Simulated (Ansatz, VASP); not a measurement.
## HfN in VASP and in Ansatz

```
Hf N
1.0
     0.00000    2.41975    2.41975
     2.41975    0.00000    2.41975
     2.41975    2.41975    0.00000
Hf N
1 1
Direct
  0.00000 0.00000 0.00000
  0.75000 0.75000 0.75000
```

Alike in both runs: functional PBEsol; dispersion D3(BJ); k mesh 11 × 11 × 11; no spin polarisation.

Ansatz relaxed the structure, and its values are those at the end. VASP's run is a single point on that final structure, the one shown.

|  | VASP | Ansatz |
| --- | --- | --- |
| version | VASP 6.6.1 | Ansatz 0.2.0 |
| potentials or method | VASP PAW PBE potentials, release 64 (Hf_pv, N) | plane waves, PAW |
| plane-wave cutoff (eV) | 520 | 476 |
| occupations | methfessel-paxton of order 1, width 0.1 eV | cold |
| valence electrons in the cell | 15 | 31 |

Ansatz gave:

- pressure (GPa): 0.0
- dispersion energy (meV/atom): -314.9

What did VASP give for the same quantities?

Pressure (GPa): -0.8; dispersion energy (meV/atom): -314.8.

The two sets of potentials don't hold the same shells in valence.

Caveats: the PAW data sets were made with another functional, which shifts forces and pressure a little (VASP); pairwise dispersion overbinds metals, which lowers pressure and volume. The runs have no spin-orbit coupling, so splittings on Hf are missing.
